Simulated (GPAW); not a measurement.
The system is MgB2.

```
CELL_PARAMETERS angstrom
3.08500 0.00000 0.00000
-1.54250 2.67169 0.00000
0.00000 0.00000 3.52300
ATOMIC_POSITIONS crystal
Mg 0.00000 0.00000 0.00000
B 0.66667 0.33333 0.50000
B 0.33333 0.66667 0.50000
```

```yaml
Program: GPAW 26.7.0
Task: single point
Functional: PBEsol
Potentials_or_basis: PAW data sets generated in the run's folder for this functional
Cutoff: 800 eV
Basis: pw
k_mesh: 10 × 10 × 8
Occupations: fermi-dirac, width 0.05 eV
Spin: no spin polarisation
```

On this cell: pressure -3.1 GPa; largest force under 0.003 eV/Å; band gap on the k mesh none (metal or under the smearing width).

The same run follows on a disturbed copy (atoms moved at random, drawn with an rms of 0.05 Å):

```
CELL_PARAMETERS angstrom
3.08500 0.00000 0.00000
-1.54250 2.67169 0.00000
0.00000 0.00000 3.52300
ATOMIC_POSITIONS crystal
Mg 0.01959 0.99359 0.99020
B 0.66441 0.32161 0.49171
B 0.33637 0.66639 0.50926
```

Task: What does the disturbed cell give?

Result: The energy (extrapolated to zero smearing) moves by +10.9 meV/atom; pressure -2.8 GPa; largest force 0.737 eV/Å; band gap on the k mesh none (metal or under the smearing width).

Forces in eV/Å, atoms in the order of the input:
```
Mg  -0.285  0.006  0.238
B    0.136  0.151  0.466
B    0.149 -0.158 -0.705
```

Stress tensor (GPa, compression positive):
```
-3.35 -0.01 -0.30
-0.01 -2.37  0.10
-0.30  0.10 -2.62
```
